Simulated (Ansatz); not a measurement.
Start of a relaxation, (110) slab as cut from the bulk (PtSe₂, P-3m1 (No. 164), (1 1 0) face):

```xyz
18
Lattice="4.8633 0.0000 0.0000 0.0000 6.5138 0.0000 0.0000 0.0000 24.4018" Properties=species:S:1:pos:R:3 pbc="T T T"
Pt    0.0000    3.2569    7.5000
Se    3.5956    1.0856    7.5000
Se    1.2677    5.4281    7.5000
Pt    0.0000    0.0000    9.3804
Se    3.5956    4.3425    9.3804
Se    1.2677    2.1713    9.3804
Pt    0.0000    3.2569   11.2607
Se    3.5956    1.0856   11.2607
Se    1.2677    5.4281   11.2607
Pt    0.0000    0.0000   13.1411
Se    3.5956    4.3425   13.1411
Se    1.2677    2.1713   13.1411
Pt    0.0000    3.2569   15.0214
Se    3.5956    1.0856   15.0214
Se    1.2677    5.4281   15.0214
Pt    0.0000    0.0000   16.9018
Se    3.5956    4.3425   16.9018
Se    1.2677    2.1713   16.9018
```

Computed with DFT PBEsol, scalar-relativistic, plane waves, PAW (Ansatz 0.2.0). Settings: cutoff 420 eV, Γ-centred mesh 7×6×1 on the computed 18-atom cell, Gaussian smearing of 0.10 eV; no spin polarisation. The cell repeats along c with a dipole correction in the vacuum.

All atoms are free. The cell is fixed. Force threshold 0.02 eV/Å.

(1) Where does it end?

Spin–orbit coupling is left out, which can shift energies with elements as heavy as these.

Answers

(1) The energy falls by 0.769 eV in 5 steps, to:

```
CELL_PARAMETERS angstrom
4.86331 0.00000 0.00000
0.00000 6.51377 0.00000
0.00000 0.00000 24.40181
ATOMIC_POSITIONS crystal
Pt 0.00000 0.50000 0.31885
Se 0.76113 0.18059 0.30939
Se 0.23887 0.81941 0.30939
Pt 0.00000 0.00000 0.38623
Se 0.72083 0.68118 0.38645
Se 0.27917 0.31882 0.38645
Pt 0.00000 0.50000 0.46082
Se 0.73717 0.17463 0.46074
Se 0.26283 0.82537 0.46074
Pt 0.00000 0.00000 0.53918
Se 0.73717 0.67463 0.53926
Se 0.26283 0.32537 0.53926
Pt 0.00000 0.50000 0.61377
Se 0.72083 0.18118 0.61355
Se 0.27917 0.81882 0.61355
Pt 0.00000 0.00000 0.68115
Se 0.76113 0.68059 0.69061
Se 0.23887 0.31941 0.69061
```

Cost: 1 run of about 47 core-minutes, on Arm Neoverse V2 (shared hosts).